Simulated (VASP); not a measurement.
# InSe (P1) in VASP: convergence with ENAUG

Aim: find how far ENAUG must go before the results for InSe settle, at PBE. This setting moves, with any that are tied to it; all else stays.

Program: VASP 6.6.1. These are calculated values, not measurements. Logs are shortened: lines on timing, memory, paths and dates and some standing lists are left out, and cuts for length are marked.

### 1 The cell of the first run

The typed cell holds 4 atoms: a = 6.178 Å, b = 6.178 Å, c = 5.073 Å, α = 108.68°, β = 108.68°, γ = 38.85°.

The cell comes from a database or a generator and needn't be the stable form of this composition.

The cell isn't the ideal one: atoms moved at random, drawn with an rms of 0.02 Å.

### 2 With ENAUG 300

File INCAR:

```
SYSTEM = InSe
  PREC = Medium
  ENCUT = 520
  EDIFF = 1E-6
  ISMEAR = 0
  SIGMA = 0.02
  LREAL = .FALSE.
  LASPH = .TRUE.
  NELM = 60
  ALGO = Fast
  ISIF = 2
  LWAVE = .FALSE.
  LCHARG = .FALSE.
  GGA = PE
  ENAUG = 300
```

File KPOINTS:

```
regular mesh
0
G
  5 5 5
  0 0 0
```

File POSCAR:

```
InSe
1.0
    5.8263928781     -2.0546489550      0.0000000000
    5.8263928781      2.0546489550      0.0000000000
   -1.7232330140      0.0000000000      4.7713478577
In Se
2 2
Direct
    0.8842590000      0.8878910000      0.0444440000
    0.1079130000      0.1144500000      0.9538480000
    0.6608390000      0.6637870000      0.6674260000
    0.3390600000      0.3391540000      0.3298190000
```

Potentials or basis: VASP PAW PBE potentials, release 64 (In_d, Se).

Launch:

```console
$ cat potpaw_PBE.64/In_d/POTCAR potpaw_PBE.64/Se/POTCAR > POTCAR
$ mpirun -np 1 vasp_std > vasp.out
```

Run time: 1.7 min. Hardware: 1 thread of Intel Xeon Platinum 8488C (Sapphire Rapids), shared host; peak memory 0.24 GiB.

What came out:

```
Free energy            : -14.0534 eV
Pressure               : 1.7 GPa
Largest force          : 0.306 eV/Å
Band gap on the k mesh : 1.22 eV, direct
```

### 3 With ENAUG 400

Changes to INCAR since step 2:

```diff
@@ -14,2 +14,2 @@
   GGA = PE
-  ENAUG = 300
+  ENAUG = 400
```

KPOINTS is that of step 2.

POSCAR is that of step 2.

Potentials or basis: VASP PAW PBE potentials, release 64 (In_d, Se).

Launch:

```console
$ cat potpaw_PBE.64/In_d/POTCAR potpaw_PBE.64/Se/POTCAR > POTCAR
$ mpirun -np 1 vasp_std > vasp.out
```

Run time: 2.9 min. Hardware: 1 thread of Intel Xeon Platinum 8488C (Sapphire Rapids), shared host; peak memory 0.24 GiB.

Results:

```
Free energy            : -14.0502 eV
Pressure               : 1.7 GPa
Largest force          : 0.300 eV/Å
Band gap on the k mesh : 1.22 eV, direct
```

### 4 With ENAUG 500

Changes to INCAR since step 3:

```diff
@@ -14,2 +14,2 @@
   GGA = PE
-  ENAUG = 400
+  ENAUG = 500
```

KPOINTS is that of step 3.

POSCAR is that of step 3.

Launch:

```console
$ cat potpaw_PBE.64/In_d/POTCAR potpaw_PBE.64/Se/POTCAR > POTCAR
$ mpirun -np 1 vasp_std > vasp.out
```

Wall time 2.7 min (1 thread of Intel Xeon Platinum 8488C (Sapphire Rapids), shared host); peak memory 0.25 GiB.

What came out:

| Item | Value |
| --- | --- |
| Free energy | -14.0500 eV |
| Pressure | 1.7 GPa |
| Largest force | 0.304 eV/Å |
| Band gap on the k mesh | 1.22 eV, direct |

### 5 With ENAUG 700

Changes to INCAR since step 4:

```diff
@@ -14,2 +14,2 @@
   GGA = PE
-  ENAUG = 500
+  ENAUG = 700
```

KPOINTS is that of step 4.

POSCAR is that of step 4.

Launch:

```console
$ cat potpaw_PBE.64/In_d/POTCAR potpaw_PBE.64/Se/POTCAR > POTCAR
$ mpirun -np 1 vasp_std > vasp.out
```

It took 2.4 min on 1 thread of Intel Xeon Platinum 8488C (Sapphire Rapids), shared host; peak memory 0.26 GiB.

Results:

```yaml
Free_energy: -14.0496 eV
Pressure: 1.7 GPa
Largest_force: 0.303 eV/Å
Band_gap_on_the_k_mesh: 1.22 eV, direct
```

### 6 With ENAUG 900

Changes to INCAR since step 5:

```diff
@@ -14,2 +14,2 @@
   GGA = PE
-  ENAUG = 700
+  ENAUG = 900
```

KPOINTS is that of step 5.

POSCAR is that of step 5.

Potentials or basis: VASP PAW PBE potentials, release 64 (In_d, Se).

Launch:

```console
$ cat potpaw_PBE.64/In_d/POTCAR potpaw_PBE.64/Se/POTCAR > POTCAR
$ mpirun -np 1 vasp_std > vasp.out
```

Run time: 2.7 min. Hardware: 1 thread of Intel Xeon Platinum 8488C (Sapphire Rapids), shared host; peak memory 0.27 GiB.

What came out:

```
Free energy            : -14.0496 eV
Pressure               : 1.7 GPa
Largest force          : 0.304 eV/Å
Band gap on the k mesh : 1.22 eV, direct
```

### 7 With ENAUG 1200

Changes to INCAR since step 6:

```diff
@@ -14,2 +14,2 @@
   GGA = PE
-  ENAUG = 900
+  ENAUG = 1200
```

KPOINTS is that of step 6.

POSCAR is that of step 6.

Launch:

```console
$ cat potpaw_PBE.64/In_d/POTCAR potpaw_PBE.64/Se/POTCAR > POTCAR
$ mpirun -np 1 vasp_std > vasp.out
```

Run time: 2.2 min. Hardware: 1 thread of Intel Xeon Platinum 8488C (Sapphire Rapids), shared host; peak memory 0.29 GiB.

What came out:

- Free energy: -14.0494 eV
- Pressure: 1.7 GPa
- Largest force: 0.304 eV/Å
- Band gap on the k mesh: 1.22 eV, direct

### 8 With ENAUG 1600

Changes to INCAR since step 7:

```diff
@@ -14,2 +14,2 @@
   GGA = PE
-  ENAUG = 1200
+  ENAUG = 1600
```

KPOINTS is that of step 7.

POSCAR is that of step 7.

Potentials or basis: VASP PAW PBE potentials, release 64 (In_d, Se).

Launch:

```console
$ cat potpaw_PBE.64/In_d/POTCAR potpaw_PBE.64/Se/POTCAR > POTCAR
$ mpirun -np 1 vasp_std > vasp.out
```

OUTCAR:

```text
SYSTEM = InSe
   PREC = Medium
   ENCUT = 520
   EDIFF = 1E-6
   ISMEAR = 0
   LREAL = .FALSE.
   LASPH = .TRUE.
   NELM = 60
   ISIF = 2
   GGA = PE

 ion  position               nearest neighbor table
   1  0.884  0.888  0.044-   3 2.66   4 2.67   4 2.68   2 2.81   2 3.70   2 3.70
   2  0.108  0.114  0.954-   3 2.69   4 2.69   3 2.70   1 2.81   1 3.70   1 3.70
   3  0.661  0.664  0.667-   1 2.66   2 2.69   2 2.70
   4  0.339  0.339  0.330-   1 2.67   1 2.68   2 2.69

  LATTYP: Found a base centered monoclinic cell.
 ALAT       =    11.6527857562
 B/A-ratio  =     0.3526451096
 C/A-ratio  =     0.4353462338
 COS(beta)  =    -0.3396874117

  Lattice vectors:

 A1 = (   5.8263928781,  -2.0546489550,   0.0000000000)
 A2 = (   5.8263928781,   2.0546489550,   0.0000000000)
 A3 = (  -1.7232330140,   0.0000000000,   4.7713478577)

Analysis of symmetry for initial positions (statically):
=====================================================================
 Subroutine PRICEL returns:
 Original cell was already a primitive cell.

 Routine SETGRP: Setting up the symmetry group for a
 base centered monoclinic supercell.

 Subroutine GETGRP returns: Found  1 space group operations
 (whereof  1 operations were pure point group operations)
 out of a pool of  4 trial point group operations.

The static configuration has the point symmetry C_1 .

Analysis of symmetry for dynamics (positions and initial velocities):
=====================================================================
 Subroutine PRICEL returns:
 Original cell was already a primitive cell.

 Routine SETGRP: Setting up the symmetry group for a
 base centered monoclinic supercell.

 Subroutine GETGRP returns: Found  1 space group operations
 (whereof  1 operations were pure point group operations)
 out of a pool of  4 trial point group operations.

The dynamic configuration has the point symmetry C_1 .

 Subroutine INISYM returns: Found  1 space group operations
 (whereof  1 operations are pure point group operations),
 and found     1 'primitive' translations

----------------------------------------------------------------------------------------

                                     Primitive cell

  volume of cell :     114.2374

[... 81 lines left out ...]
   NGXF,Y,Z  is equivalent  to a cutoff of  21.53, 21.53, 22.94 a.u.
 SYSTEM =  InSe
   PREC   = medium    normal or accurate (medium, high low for compatibility)
   ISTART =      0    job   : 0-new  1-cont  2-samecut
   ICHARG =      2    charge: 1-file 2-atom 10-const
   ISPIN  =      1    spin polarized calculation?
   LNONCOLLINEAR =      F non collinear calculations
   LSORBIT =      F    spin-orbit coupling
   LASPH  =      T    aspherical Exc in radial PAW
   ENCUT  =  520.0 eV  38.22 Ry    6.18 a.u.  11.49 11.49  9.43*2*pi/ulx,y,z
   NELM   =     60;   NELMIN=  2; NELMDL= -5     # of ELM steps
   EDIFF  = 0.1E-05   stopping-criterion for ELM
   LREAL  =      F    real-space projection
   EDIFFG = 0.1E-04   stopping-criterion for IOM
   NSW    =      0    number of steps for IOM
   IBRION =     -1    ionic relax: 0-MD 1-quasi-New 2-CG
   NFREE  =      0    steps in history (QN), initial steepest desc. (CG)
   ISIF   =      2    stress and relaxation
   ISYM   =      2    0-nonsym 1-usesym 2-fastsym
   POTIM  = 0.5000    time-step for ionic-motion
   TEBEG  =    0.0;   TEEND  =   0.0 temperature during run
   PSTRESS=    0.0 pullay stress
   NELECT =      38.0000    total number of electrons
   NUPDOWN=      -1.0000    fix difference up-down
   EMIN   =  10.00;   EMAX   =-10.00  energy-range for DOS
   EFERMI =   0.00;   METHOD = LEGACY
   ISMEAR =     0;   SIGMA  =   0.02  broadening in eV -4-tet -1-fermi 0-gaus
   EFERMI_NEDOS =   21; number of points for ismear=-14 and -15
   IALGO  =     68    algorithm
   IMIX   =      4    mixing-type and parameters
     AMIX     =   0.40;   BMIX     =  1.00
     AMIX_MAG =   1.60;   BMIX_MAG =  1.00
  volume/ion in A,a.u.               =      28.56       192.73
  Fermi-wavevector in a.u.,A,eV,Ry     =   1.134314  2.143542 17.506177  1.286668
  Thomas-Fermi vector in A             =   2.271018
   LORBIT       =      0    0 simple, 1 ext, 2 COOP (PROOUT), +10 PAW based schemes
   GGA     = PE    functional components
   LHFCALC =     F    Hartree Fock is set to
   AEXX    =    0.0000 exact exchange contribution
   IVDW    =     0    specifies the selected vdW correction
   LEPSILON=     F    determine dielectric tensor
   LRPA    =     F    only Hartree local field effects (RPA)
 non-spin polarized calculation
 RMM-DIIS sequential band-by-band and
 Gauss-broadening in eV      SIGMA  =   0.02
  energy-cutoff  :      520.00
  volume of cell :      114.24
 maximum number of plane-waves:      3093
   NGX = 23   NGY = 23   NGZ = 19

 number of electron      37.9999996 magnetization

 Free energy of the ion-electron system (eV)
  ---------------------------------------------------
  ext. energy  EPLUGINS =         0.00000000
  ---------------------------------------------------
  free energy    TOTEN  =       -14.04931119 eV

  energy without entropy =      -14.04931119  energy(sigma->0) =      -14.04931119

 E-fermi :   4.0403     XC(G=0):  -9.0763

 val. band max:        3.9474164488   @ k =  -0.4000  -0.4000   0.2000
 cond. band min:       5.1672138549   @ k =  -0.4000  -0.4000   0.2000
 fundamental gap:      1.2197974061
 Fermi energy:         4.0403377467

 k-point     1 :       0.0000    0.0000    0.0000
  band No.  band energies     occupation
      1     -10.5697      2.00000
      2     -10.4454      2.00000
      3     -10.2663      2.00000
      4     -10.2404      2.00000
      5     -10.2023      2.00000
      6     -10.2000      2.00000
[... 613 lines left out ...]
     22       7.7520      0.00000
     23       8.0953      0.00000

 [... further k-points ...]

------------------------ aborting loop because EDIFF is reached ----------------------------------------

  FORCE on cell =-STRESS in cart. coord.  units (eV):
  Direction    XX          YY          ZZ          XY          YZ          ZX
  --------------------------------------------------------------------------------------
  -------------------------------------------------------------------------------------
  Total        1.1215962      1.2010822      1.2191012      0.0013357      0.0259733      0.2640947
  in kB       15.7303585     16.8451483     17.0978649      0.0187337      0.3642745      3.7039212
  external PRESSURE =      16.5577906 kB  Pullay stress =       0.0000000 kB

 VOLUME and BASIS-vectors are now :
 -----------------------------------------------------------------------------
  energy-cutoff  :      520.00
  volume of cell :      114.24
      direct lattice vectors                 reciprocal lattice vectors
     5.826392878 -2.054648955  0.000000000     0.085816389 -0.243350573  0.030993681
     5.826392878  2.054648955  0.000000000     0.085816389  0.243350573  0.030993681
    -1.723233014  0.000000000  4.771347858     0.000000000  0.000000000  0.209584384

 POSITION                                       TOTAL-FORCE (eV/Angst)
 -----------------------------------------------------------------------------------
     10.24865      0.00746      0.21206         0.242726     -0.029826      0.009561
     -0.34813      0.01343      4.55114        -0.065260     -0.031337     -0.030378
      6.56766      0.00606      3.18452        -0.146442      0.020609     -0.264590
      3.38319      0.00019      1.57368        -0.031023      0.040554      0.285407
 -----------------------------------------------------------------------------------
    total drift:                               -0.001358     -0.000248     -0.000879

  FREE ENERGIE OF THE ION-ELECTRON SYSTEM (eV)
  ---------------------------------------------------
  free  energy   TOTEN  =       -14.0493111935 eV

  energy  without entropy=      -14.0493111935  energy(sigma->0) =      -14.04931119
```

stdout:

```text
POSCAR found type information on POSCAR InSe
 POSCAR found :  2 types and       4 ions
 scaLAPACK will be used
 LDA part: xc-table for (Slater+PW92), standard interpolation
 POSCAR, INCAR and KPOINTS ok, starting setup
 FFT: planning ... GRIDC
 FFT: planning ... GRID_SOFT
 FFT: planning ... GRID
 WAVECAR not read
 entering main loop
```

It took 2 min on 1 thread of Intel Xeon Platinum 8488C (Sapphire Rapids), shared host; peak memory 0.32 GiB.

What came out:

| Quantity | Value |
| --- | --- |
| Free energy | -14.0493 eV |
| Pressure | 1.7 GPa |
| Largest force | 0.303 eV/Å |
| Band gap on the k mesh | 1.22 eV, direct |

### 9 Result

```
ENAUG  energy less the tightest run, at zero smearing (meV/atom)  largest force (eV/Å)  SCF cycles  CPU time (s)  peak memory (GiB)
  300                                                      -1.02                 0.306          17            99               0.24
  400                                                      -0.21                 0.300          17           170               0.24
  500                                                      -0.17                 0.304          17           160               0.25
  700                                                      -0.07                 0.303          17           140               0.26
  900                                                      -0.06                 0.304          17           160               0.27
 1200                                                      -0.02                 0.304          17           130               0.29
 1600                                                       0.00                 0.303          17           120               0.32
```

Against the tightest run, the energy stays within 1 meV/atom from 400 on; the largest force stays within 0.005 eV/Å from 300 on. The tightest run that finished is the yardstick and may itself not be fully converged.

Caveats: spin-orbit coupling is left out, which moves the levels of the heavy elements; an odd mesh through Γ misses points on the zone boundary, where band edges often lie.
